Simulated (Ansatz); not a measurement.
Method: DFT, RPBE, plane waves (420 eV) with PAW, scalar-relativistic (Ansatz 0.2.0). (PAW data from PBE, frozen cores regenerated.)

An element in the diamond structure gives this curve. The cell is scaled uniformly from the relaxed one, with fractional coordinates and shape fixed. Energies are extrapolated to zero smearing, pressures are those at the given smearing. Magnetic state: ferromagnetic.

| V (Å³/atom) | E − E₀ (meV/atom) | P (GPa) | sphere moment (μB) |
| --- | --- | --- | --- |
| 22.542 | 82.2 | 9.98 | 0.46 |
| 23.566 | 33.0 | 5.77 | 0.46 |
| 24.591 | 7.3 | 2.54 | 0.45 |
| 25.615 | -0.1 | 0.00 | 0.45 |
| 26.640 | 7.0 | -1.95 | 0.44 |
| 27.665 | 24.9 | -3.43 | 0.44 |
| 28.689 | 51.1 | -4.54 | 0.43 |

(1) Which element is it?
A. tantalum
B. zinc
C. molybdenum
D. palladium

Answers

(1) D. Its fit is V₀ = 25.58 Å³/atom, B₀ = 56 GPa, B₀′ = 5.4.
